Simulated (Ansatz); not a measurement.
Zincblende CuCl, relaxed with r2SCAN, was run in Ansatz 0.2.0 under altered settings. All numbers are computed, without spin polarisation but where a row says otherwise.

```xyz
2
Lattice="0.0000 2.6788 2.6788 2.6788 0.0000 2.6788 2.6788 2.6788 0.0000" Properties=species:S:1:pos:R:3 pbc="T T T"
Cu    0.0000    0.0000    0.0000
Cl    1.3394    1.3394    1.3394
```

The base run's other keys:
```yaml
kpoints:
  mp_grid: { grid: [4, 4, 4] }
hamiltonian:
  xc: hse06
scf:
  occupations: { method: fixed }
  n_extra_bands: 4
```

It takes 14 iterations with 749 plane waves at 420 eV and 8 k points, and leaves a mean stress of +2.74 GPa. The gap over this mesh is 2.418 eV. It ran on 4 threads of Arm Neoverse N1 (shared host).

Outcomes, with energy and stress as changes against the base:

| setting | outcome | ΔF (meV/atom) | Δ mean stress (GPa) | gap on the mesh (eV) | iterations | wall time |
| --- | --- | --- | --- | --- | --- | --- |
| PBE hybrid, exx coeff 0.5, omega 0.5 1/Å | converged | – | +1.0 | 2.989 | 20 | 8.3 s |
| PBE hybrid, exx coeff 0.4, unscreened | converged | – | +0.1 | 4.718 | 20 | 8.1 s |
| PBE hybrid, exx coeff 0.1, omega 0.2078 1/Å | converged | – | -0.4 | 1.307 | 12 | 6.7 s |
| hamiltonian.xc: cam_b3lyp | converged | – | +1.0 | 5.511 | 18 | 9.6 s |
| basis.ecutwfc: 300 | converged, warned | +89 | +0.3 | 2.478 | 16 | 5.8 s |

A dash marks a value that wasn't obtained or can't be compared. Stress is positive in compression. The base took 7.2 s.

- PBE hybrid, exx coeff 0.5, omega 0.5 1/Å. That is 50 % exact exchange, screened with ω = 0.5 1/Å, against HSE06's 25 % screened at 0.208 1/Å. The mean stress moves by +1.0 GPa and the gap on the mesh by +0.572 eV (to 2.989). Totals of different functionals aren't comparable.
- PBE hybrid, exx coeff 0.4, unscreened. That is 40 % exact exchange, at all ranges, against HSE06's 25 % screened at 0.208 1/Å. The mean stress moves by +0.1 GPa and the gap on the mesh by +2.300 eV (to 4.718). Totals of different functionals aren't comparable.
- PBE hybrid, exx coeff 0.1, omega 0.2078 1/Å. That is 10 % exact exchange, screened with ω = 0.2078 1/Å, against HSE06's 25 % screened at 0.208 1/Å. The mean stress moves by -0.4 GPa and the gap on the mesh by -1.111 eV (to 1.307). Totals of different functionals aren't comparable.
- hamiltonian.xc: cam_b3lyp. The mean stress moves by +1.0 GPa and the gap on the mesh by +3.093 eV (to 5.511). It's another functional on the same cell, so totals aren't comparable.
- basis.ecutwfc: 300. 459 plane waves in place of 749. The free energy moves by +89 meV an atom, the mean stress by +0.3 GPa and the gap on the mesh by +0.060 eV (to 2.478). The basis is too small: these are errors of the cutoff. Warned: cutoff below recommended.

The stress of a hybrid is loosely converged in these runs.

The meshes of the hybrids are coarse, so their gaps aren't converged to the digits shown.
